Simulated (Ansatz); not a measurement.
BaTiO3:

```
Ba Ti O
1.0
    -0.09159    0.02278   -3.96240
     3.88088    4.13178    0.06850
     3.92317   -4.17407    0.11386
Ba Ti O
2 2 6
Direct
  0.99749 0.00015 0.00043
  0.99982 0.49875 0.50109
  0.50075 0.49906 0.99785
  0.50366 0.99877 0.49738
  0.99896 0.49878 0.99824
  0.00194 0.99976 0.50212
  0.49413 0.25153 0.25251
  0.49937 0.75231 0.74826
  0.50326 0.25086 0.74969
  0.50062 0.75003 0.25243
```

Base run:

| Quantity | Value |
| --- | --- |
| Program | Ansatz 0.2.0 |
| Functional | PBEsol |
| Potentials or basis | Ansatz PAW |
| Cutoff | 420 eV |
| Density cutoff | 1680 eV |
| k mesh | 7 × 5 × 5 |
| Occupations | fermi-dirac, width 0.05 eV |
| Spin | no spin polarisation |

Its results: band gap on the k mesh 1.58 eV; pressure -3.4 GPa; largest force 0.253 eV/Å.

Question: The run is repeated on the same cell with these changes: functional from PBEsol to r2SCAN; cutoff from 420 eV to 500 eV; density cutoff from 1680 eV to 2000 eV; hubbard terms from none to Ti d U = 1 eV; hubbard projectors from none to ortho-atomic (the default). What comes out?

Answer: Band gap on the k mesh 2.10 eV; pressure 0.0 GPa; largest force 0.272 eV/Å.

Several settings changed at once, so the effect can't be laid on one alone.

Caveats: the k mesh misses the band edges, so the gap on the mesh is wider than the one along the path; spin-orbit coupling is left out, which moves the levels of the heavy elements; the PAW data sets come from PBE, with cores solved anew for the run's functional, which leaves a small shift of forces and pressure.

Not every run made on this cell is shown here.
